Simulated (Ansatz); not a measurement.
**Ti: element swaps in one structure**

An exercise on one series of results from a longer session: the logs are not shown, and one member is left open.

Computed with Ansatz 0.2.0 (DFT PBEsol, scalar-relativistic, plane waves, PAW, unless a step's input says otherwise).

1 further run of the same task is left out (set aside as unsound or not needed).

## The structure to begin with

It takes space group P6_3/mmc (No. 194, hexagonal). The conventional cell has a = 2.900 Å, b = 2.900 Å, c = 4.591 Å, α = 90.00°, β = 90.00°, γ = 120.00°. Ti (site symmetry -6m2) is surrounded by 12 Ti at 2.84 to 2.90 Å.

As a file:

```xyz
2
Lattice="2.9004 0.0000 0.0000 -1.4502 2.5119 0.0000 0.0000 0.0000 4.5910" Properties=species:S:1:pos:R:3 pbc="T T T"
Ti    0.0000    1.6746    1.1477
Ti    1.4502    0.8373    3.4432
```

This cell was relaxed beforehand with the same method: volume 16.72 Å³/atom, gap on the mesh none (metal).

The first run:

Input file input.yaml:

```yaml
crystal:
  lattice:
    - [2.6339095859, 0.0, 0.0]
    - [-1.3169547929, 2.2810326127, 0.0]
    - [0.0, 0.0, 4.1691170161]
  atoms:
    - { symbol: Mn, position: [0.3333333333, 0.6666666667, 0.25], spin: 4.0 }
    - { symbol: Mn, position: [0.6666666667, 0.3333333333, 0.75], spin: 4.0 }
basis:
  ecutwfc: 420
kpoints:
  mp_grid: { grid: [6, 6, 4] }
hamiltonian:
  xc: pbesol
scf:
  occupations: { method: gaussian, width: 0.1 }
  lower_state_search: "off"
output:
  forces: true
  stress: true
  eigenvalues: true
  populations: true
magnetization:
  spin_polarized: true
```

Started as:

```
$ ansatz run input.yaml --threads 1 --pin off --max-ram 2560MiB --backend cpu --events-out ev --progress --plain --runs-dir out
```

Among the steps run: Quick check of gap, pressure and forces (Mn); Rough relaxation on the coarse mesh (Mn); Full relaxation (Mn).

One table of the session follows, with a row left open; its other results are not shown here.

Lengths are those of the vectors of the cell that was run:

| swap | volume (Å³/atom) | a (Å) | b (Å) | c (Å) |
| --- | --- | --- | --- | --- |
| none | 16.72 | 2.900 | 2.900 | 4.591 |
| Ti → Ir | 14.11 | 2.719 | 2.719 | 4.408 |
| Ti → Zr | 22.47 | 3.186 | 3.186 | 5.112 |
| Ti → Mn | ? | ? | ? | ? |

Estimate the missing values for Ti → Mn.

**Answer.** volume (Å³/atom): 10.32; a (Å): 2.452; b (Å): 2.452; c (Å): 3.966. In the column «volume (Å³/atom)» it is the lowest.

Lengths are those of the computed cell. Rows of earlier swaps come from the sessions before.

Limits of these values: Warnings in the runs' records: seeded moment not kept.
